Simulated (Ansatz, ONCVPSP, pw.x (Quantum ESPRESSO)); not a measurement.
## What a changed setting does to a pw.x run (sc Sr)

Potential: optimised norm-conserving Vanderbilt (ONCV), ONCVPSP 4.0.1.1 (patched build), PBE; core [Ar] 3d10, reference 4s2 4p6 5s2; waves: 4s+5s: rc 2.45 bohr, ncon 4, nbas 7, qcut 5.1 1/bohr, 3 projectors, debl 2.6 Ha; 4p: rc 2.05 bohr, ncon 3, nbas 6, qcut 7.1 1/bohr, 2 projectors, debl 2.7 Ha; d scattering state at 0.28 Ha: rc 2.05 bohr, ncon 3, nbas 6, qcut 4.1 1/bohr, local; local part: the d channel; core correction: Teter function fitted to the true core (icmod 2), fcfact 0.65. In the d channel the program set the typed energies aside and used 0.050 Ha.

The reference run (k-mesh 9³, cutoffs 50/200 Ry, Fermi–Dirac 0.01 Ry, mixing_beta 0.4, conv_thr 1e-9, no spin) gives 0.01 GPa at 58.379 Å³/atom, where all-electron LAPW gives -0.03 GPa. This run, with its own iteration cap, changes nspin = 2 with starting_magnetization to 0.2.

```
&control
  calculation='scf', prefix='x', pseudo_dir='./', outdir='./tmp', tstress=.true., disk_io='none'
/
&system
  ibrav=0, nat=1, ntyp=1, ecutwfc=50, ecutrho=200, nbnd=12,
  occupations='smearing', smearing='fd', degauss=0.01, nspin=2, starting_magnetization(1)=0.2
/
&electrons
  conv_thr=1e-09, mixing_beta=0.4, electron_maxstep=60
/
ATOMIC_SPECIES
Sr 1.0 Sr.UPF
CELL_PARAMETERS angstrom
  3.87928973 0.00000000 0.00000000
  0.00000000 3.87928973 0.00000000
  0.00000000 0.00000000 3.87928973
ATOMIC_POSITIONS crystal
Sr 0.0000 0.0000 0.0000
K_POINTS automatic
9 9 9 0 0 0
```

```bash
pw.x < Sr.scf.in > Sr.scf.out
```

Question: How does the run end?

Answer: It converges in 11 iterations; the free energy moves by +0.0 meV/atom and the pressure by +0.00 GPa. The result is that of the reference run.

```
Message from routine setup:
     using ibrav=0 with symmetry is DISCOURAGED, use correct ibrav instead
     lattice parameter (alat)  =       7.3308  a.u.
     unit-cell volume          =     393.9610 (a.u.)^3
     number of electrons       =        10.00
     number of Kohn-Sham states=           12
     kinetic-energy cutoff     =      50.0000  Ry
     charge density cutoff     =     200.0000  Ry
     scf convergence threshold =      1.0E-09
     Exchange-correlation= PBE
     atomic species   magnetization
     number of k points=    35  Fermi-Dirac smearing, width (Ry)=  0.0100
     iteration #  1     ecut=    50.00 Ry     beta= 0.40
     total energy              =     -77.72634858 Ry
     estimated scf accuracy    <       0.02324718 Ry
     total magnetization       =     0.39 Bohr mag/cell
     absolute magnetization    =     0.39 Bohr mag/cell
     iteration #  2     ecut=    50.00 Ry     beta= 0.40
     total energy              =     -77.74213495 Ry
     estimated scf accuracy    <       0.00885446 Ry
     total magnetization       =     0.31 Bohr mag/cell
     absolute magnetization    =     0.31 Bohr mag/cell
     iteration #  3     ecut=    50.00 Ry     beta= 0.40
     total energy              =     -77.74351102 Ry
     estimated scf accuracy    <       0.00003875 Ry
     total magnetization       =     0.15 Bohr mag/cell
     absolute magnetization    =     0.15 Bohr mag/cell
     iteration #  4     ecut=    50.00 Ry     beta= 0.40
     total energy              =     -77.74364273 Ry
     estimated scf accuracy    <       0.00000724 Ry
     total magnetization       =     0.11 Bohr mag/cell
     absolute magnetization    =     0.11 Bohr mag/cell
     iteration #  5     ecut=    50.00 Ry     beta= 0.40
     total energy              =     -77.74366029 Ry
     estimated scf accuracy    <       0.00000407 Ry
     total magnetization       =     0.09 Bohr mag/cell
     absolute magnetization    =     0.09 Bohr mag/cell
     iteration #  6     ecut=    50.00 Ry     beta= 0.40
     total energy              =     -77.74381687 Ry
     estimated scf accuracy    <       0.00000065 Ry
     total magnetization       =     0.02 Bohr mag/cell
     absolute magnetization    =     0.02 Bohr mag/cell
     iteration #  7     ecut=    50.00 Ry     beta= 0.40
     total energy              =     -77.74382494 Ry
     estimated scf accuracy    <       0.00000023 Ry
     total magnetization       =     0.01 Bohr mag/cell
     absolute magnetization    =     0.01 Bohr mag/cell
     iteration #  8     ecut=    50.00 Ry     beta= 0.40
     total energy              =     -77.74382584 Ry
     estimated scf accuracy    <       0.00000004 Ry
     total magnetization       =     0.00 Bohr mag/cell
     absolute magnetization    =     0.00 Bohr mag/cell
     iteration #  9     ecut=    50.00 Ry     beta= 0.40
     total energy              =     -77.74382618 Ry
     estimated scf accuracy    <          7.5E-09 Ry
     total magnetization       =     0.00 Bohr mag/cell
     absolute magnetization    =     0.00 Bohr mag/cell
     iteration # 10     ecut=    50.00 Ry     beta= 0.40
     total energy              =     -77.74382624 Ry
     estimated scf accuracy    <          3.4E-09 Ry
     total magnetization       =    -0.00 Bohr mag/cell
     absolute magnetization    =     0.00 Bohr mag/cell
     iteration # 11     ecut=    50.00 Ry     beta= 0.40
     the Fermi energy is     4.5413 ev
!    total energy              =     -77.74382624 Ry
     estimated scf accuracy    <          1.1E-11 Ry
     smearing contrib. (-TS)   =      -0.00612830 Ry
     The total energy is F=E-TS. E is the sum of the following terms:
     one-electron contribution =     -28.74836111 Ry
     hartree contribution      =      15.33842854 Ry
     xc contribution           =     -25.62394914 Ry
     ewald contribution        =     -38.70381624 Ry
     total magnetization       =    -0.00 Bohr mag/cell
     absolute magnetization    =     0.00 Bohr mag/cell
     convergence has been achieved in  11 iterations
          total   stress  (Ry/bohr**3)                   (kbar)     P=        0.11
     Message from routine punch:
     Nothing written, as per user request (disk_io='none')
```

The run took about 28 s on one core of a shared host (Neoverse-V2, 192 threads, 742 GiB, load 115).
